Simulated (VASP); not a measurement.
# C in VASP: one cell, several levels of theory, part 2 of 2

VASP 6.6.1, plane waves, PAW.

## Step 3: r2SCAN

File INCAR:

```
ENCUT = 520.000000
SIGMA = 0.010000
EDIFF = 1.00e-07
ALGO = Normal
METAGGA = R2SCAN
PREC = Accurate
IBRION = -1
ISIF = 2
ISMEAR = 0
NBANDS = 11
NELM = 120
NSW = 0
LASPH = .TRUE.
LCHARG = .FALSE.
LWAVE = .FALSE.
LREAL = .FALSE.
```

File KPOINTS:

```
KPOINTS created by Atomic Simulation Environment
0
Gamma
12 12 12
0 0 0
```

File KPOINTS_OPT:

```
special points
7
Reciprocal
0.0000000000 0.0000000000 0.0000000000 1
0.5000000000 0.0000000000 0.5000000000 1
0.6250000000 0.2500000000 0.6250000000 1
0.3750000000 0.3750000000 0.7500000000 1
0.5000000000 0.5000000000 0.5000000000 1
0.5000000000 0.2500000000 0.7500000000 1
0.0000000000 0.3645830000 0.3645830000 1
```

File POSCAR:

```
C
 1.0000000000000000
     0.0000000000000000    1.7623229010999999    1.7840813067000001
     1.7623229010999999    0.0000000000000000    1.7840813067000001
     1.7623229010999999    1.7623229010999999    0.0000000000000000
 C
   2
Cartesian
  0.0000000000000000  0.0000000000000000  0.0000000000000000
  0.8811614505499999  0.8811614505499999  0.8920406533500000
```

Command:

```console
mpirun -np 1 vasp_std
```

Printed to the terminal (iteration lines stand in OSZICAR):

```text
POSCAR found type information on POSCAR C
 POSCAR found :  1 types and       2 ions
 -----------------------------------------------------------------------------
|                                                                             |
|                                                                             |
|     You enforced a specific xc type in the INCAR file but a different       |
|     I HOPE YOU KNOW WHAT YOU ARE DOING!                                     |
|                                                                             |
 -----------------------------------------------------------------------------

 LDA part: xc-table for (None), standard interpolation
 POSCAR, INCAR and KPOINTS ok, starting setup
 FFT: planning ... GRIDC
 FFT: planning ... GRID_SOFT
 FFT: planning ... GRID
 WAVECAR not read
 entering main loop
 Start KPOINTS_OPT (optional k-point list driver)
k-point batch [1-7\7]
```

OSZICAR:

```text
N       E                     dE             d eps       ncg     rms          rms(c)
DAV:   1    -0.216020718002E+01   -0.21602E+01   -0.49376E+03  3680   0.742E+02
DAV:   2    -0.215939066294E+02   -0.19434E+02   -0.18884E+02  4598   0.127E+02
DAV:   3    -0.219631633751E+02   -0.36926E+00   -0.36841E+00  4210   0.133E+01
DAV:   4    -0.219637303849E+02   -0.56701E-03   -0.56700E-03  3852   0.647E-01
DAV:   5    -0.219637309870E+02   -0.60205E-06   -0.60207E-06  4131   0.200E-02    0.528E+00
DAV:   6    -0.197491379906E+02    0.22146E+01   -0.27084E-01  3764   0.376E+00    0.396E+00
DAV:   7    -0.196452492284E+02    0.10389E+00   -0.25998E-01  3615   0.368E+00    0.805E-01
DAV:   8    -0.196463122305E+02   -0.10630E-02   -0.43929E-03  4102   0.579E-01    0.420E-01
DAV:   9    -0.196466770823E+02   -0.36485E-03   -0.15892E-04  3743   0.143E-01    0.144E-02
DAV:  10    -0.196466776844E+02   -0.60205E-06   -0.28961E-06  4178   0.137E-02    0.866E-03
DAV:  11    -0.196466781377E+02   -0.45331E-06   -0.74967E-07  3898   0.791E-03    0.575E-04
DAV:  12    -0.196466780895E+02    0.48204E-07   -0.75777E-09  1958   0.695E-04
   1 F= -.19646678E+02 E0= -.19646678E+02  d E =-.275380E-87
       N       E                     dE             ncg
DAV:   1     0.225783064011E+04   -0.24085E+04      170
DAV:   2     0.212435876182E+04   -0.13347E+03      186
DAV:   3     0.212222455830E+04   -0.21342E+01      178
DAV:   4     0.212222232975E+04   -0.22285E-02      169
DAV:   5     0.212222232657E+04   -0.31750E-05      181
DAV:   6     0.212222232657E+04   -0.64797E-08      169
```

Parts of OUTCAR:

```text
k-points           NKPTS =    163   k-points in BZ     NKDIM =    163   number of bands    NBANDS=     11

   NELECT =       8.0000    total number of electrons

   dimension x,y,z NGX =    20 NGY =   20 NGZ =   20
   dimension x,y,z NGXF=    40 NGYF=   40 NGZF=   40

  energy-cutoff  :      520.00
  volume of cell :       11.08
      direct lattice vectors                 reciprocal lattice vectors
     0.000000000  1.762322901  1.784081307    -0.283716452  0.283716452  0.280256285
     1.762322901  0.000000000  1.784081307     0.283716452 -0.283716452  0.280256285
     1.762322901  1.762322901  0.000000000     0.283716452  0.283716452 -0.280256285

 k-points in reciprocal lattice and weights: KPOINTS created by Atomic Simulation Env
   0.00000000  0.00000000  0.00000000       0.001
   0.08333333  0.00000000  0.00000000       0.005
   0.16666667  0.00000000  0.00000000       0.005
   0.25000000  0.00000000  0.00000000       0.005
   0.33333333 -0.00000000  0.00000000       0.005
   0.41666667  0.00000000  0.00000000       0.005
   0.50000000  0.00000000  0.00000000       0.002
   0.08333333  0.08333333  0.00000000       0.001
[... 155 more k-points ...]

 E-fermi :  10.2596

 k-point     1 :       0.0000    0.0000    0.0000
  band No.  band energies     occupation
      1     -12.9660      2.00000
      2       9.9222      2.00000
      3      10.1219      2.00000
      4      10.1219      2.00000
      5      15.9013      0.00000
      6      15.9013      0.00000
      7      16.0675      0.00000
      8      24.4347      0.00000
      9      30.7756      0.00000
     10      37.3459      0.00000
     11      38.0419      0.00000

 k-point     2 :       0.0833    0.0000    0.0000
  band No.  band energies     occupation
      1     -12.7617      2.00000
      2       8.7079      2.00000
      3       9.6386      2.00000
      4       9.7711      2.00000
      5      16.3696      0.00000
      6      16.4415      0.00000
      7      16.7845      0.00000
      8      24.6210      0.00000
      9      31.1225      0.00000
     10      35.3344      0.00000
     11      35.8648      0.00000

 k-point     3 :       0.1667    0.0000    0.0000
  band No.  band energies     occupation
      1     -12.1518      2.00000
      2       5.9779      2.00000
      3       8.8591      2.00000
      4       9.0173      2.00000
      5      17.3851      0.00000
      6      17.4248      0.00000
      7      17.9869      0.00000
      8      25.1522      0.00000
      9      31.8408      0.00000
     10      33.7496      0.00000
     11      34.1307      0.00000

 k-point     4 :       0.2500    0.0000    0.0000
  band No.  band energies     occupation
      1     -11.1455      2.00000
      2       2.9351      2.00000
      3       8.0609      2.00000
      4       8.2474      2.00000
      5      18.2891      0.00000
      6      18.3363      0.00000
      7      18.8321      0.00000
      8      25.8851      0.00000
      9      32.2683      0.00000
     10      33.4526      0.00000
     11      33.6492      0.00000

 k-point     5 :       0.3333   -0.0000    0.0000
  band No.  band energies     occupation
      1      -9.7668      2.00000
      2      -0.0341      2.00000
      3       7.4275      2.00000
      4       7.6402      2.00000
      5      18.7376      0.00000
      6      18.8812      0.00000
      7      19.3142      0.00000
      8      26.5400      0.00000
      9      32.5269      0.00000
     10      34.4952      0.00000
     11      34.5278      0.00000

 k-point     6 :       0.4167    0.0000    0.0000
  band No.  band energies     occupation
      1      -8.1020      2.00000
      2      -2.6957      2.00000
      3       7.0306      2.00000
      4       7.2615      2.00000
      5      18.8669      0.00000
      6      19.0600      0.00000
      7      19.5419      0.00000
      8      26.8945      0.00000
      9      33.1176      0.00000
     10      36.3378      0.00000
     11      36.4019      0.00000

 k-point     7 :       0.5000    0.0000    0.0000
  band No.  band energies     occupation
      1      -6.8809      2.00000
      2      -4.2553      2.00000
      3       6.8961      2.00000
      4       7.1336      2.00000
      5      18.8801      0.00000
      6      19.0859      0.00000
      7      19.6080      0.00000
      8      26.9818      0.00000
      9      33.6227      0.00000
     10      36.0105      0.00000
     11      37.5467      0.00000

 k-point     8 :       0.0833    0.0833    0.0000
  band No.  band energies     occupation
      1     -12.6982      2.00000
      2       9.1243      2.00000
      3       9.1243      2.00000
      4       9.2479      2.00000
      5      15.8740      0.00000
      6      17.1543      0.00000
      7      17.1543      0.00000
      8      24.5827      0.00000
      9      31.2351      0.00000
     10      33.1261      0.00000
     11      38.3826      0.00000

 k-point     9 :       0.1667    0.0833    0.0000
  band No.  band energies     occupation
      1     -12.2280      2.00000
      2       6.9183      2.00000
      3       8.2605      2.00000
      4       8.9397      2.00000
      5      16.2085      0.00000
      6      18.3355      0.00000
      7      18.3463      0.00000
      8      24.6594      0.00000
      9      31.6630      0.00000
     10      31.8976      0.00000
     11      36.8747      0.00000

 k-point    10 :       0.2500    0.0833    0.0000
  band No.  band energies     occupation
      1     -11.3579      2.00000
      2       4.0322      2.00000
      3       7.4944      2.00000
      4       8.1996      2.00000
      5      17.1316      0.00000
      6      19.2658      0.00000
      7      19.3829      0.00000
      8      24.8700      0.00000
      9      31.5478      0.00000
     10      32.5009      0.00000
     11      35.9268      0.00000

 k-point    11 :       0.3333    0.0833    0.0000
  band No.  band energies     occupation
      1     -10.1053      2.00000
      2       1.0701      2.00000
      3       6.9626      2.00000
      4       7.3743      2.00000
      5      17.9412      0.00000
      6      19.7852      0.00000
      7      19.9439      0.00000
      8      25.4325      0.00000
      9      32.6109      0.00000
     10      32.6374      0.00000
     11      36.2679      0.00000

[... the tables of k-points 12 to 163 left out ...]

  Total        0.9491670      0.9491670      0.0812041      0.0000000      0.0000000      0.0000000
  in kB      137.2263742    137.2263742     11.7401312      0.0000000      0.0000000      0.0000000
  external PRESSURE =      95.3976265 kB  Pullay stress =       0.0000000 kB

 POSITION                                       TOTAL-FORCE (eV/Angst)
 -----------------------------------------------------------------------------------
      0.00000      0.00000      0.00000        -0.000000     -0.000000      0.000000
      0.88116      0.88116      0.89204         0.000000      0.000000      0.000000
 -----------------------------------------------------------------------------------
    total drift:                                0.000000      0.000000      0.000000

  FREE ENERGIE OF THE ION-ELECTRON SYSTEM (eV)
  ---------------------------------------------------
  free  energy   TOTEN  =       -19.6466780895 eV

  energy  without entropy=      -19.6466780895  energy(sigma->0) =      -19.64667809
```

Hardware: 1 MPI rank of Intel Xeon Platinum 8488C, shared host.

The levels at the points of KPOINTS_OPT are read from vasprun.xml.

Near the gap, in eV above the top of the last filled band v; c is the band after it:

```csv
point,v−1,v,c,c+1
Γ,0.00,0.00,5.78,5.78
X,-6.94,-6.94,4.88,4.88
U,-10.03,-5.94,5.86,11.30
K,-10.05,-5.74,6.17,11.67
L,-3.23,-2.99,8.76,8.96
W,-8.99,-8.99,11.39,11.39
```

The r2SCAN gap is 4.20 eV and indirect (Γ to (0.00, 0.36, 0.36)), with 5.78 eV as the least direct one. Pressure: 9.54 GPa; the forces vanish within 0.01 eV/Å.

## Step 4: Results

This closing draws on all 2 parts.

| level | gap (eV) | pressure (GPa) | Ansatz: gap (eV) | Ansatz: pressure (GPa) |
| --- | --- | --- | --- | --- |
| PBE | 4.02 | 13.27 | 4.03 | 12.49 |
| r2SCAN | 4.20 | 9.54 | 4.23 | 8.35 |

**Reading.** The gap runs from 4.02 eV (PBE) to 4.20 eV (r2SCAN). The pressure is highest with PBE (13.3 GPa) and lowest with r2SCAN (9.5 GPa), which orders the cells that they would relax to. The two programs agree on the gap within 0.04 eV, far less than the spread between functionals. Each program uses its own PAW datasets and cutoff.
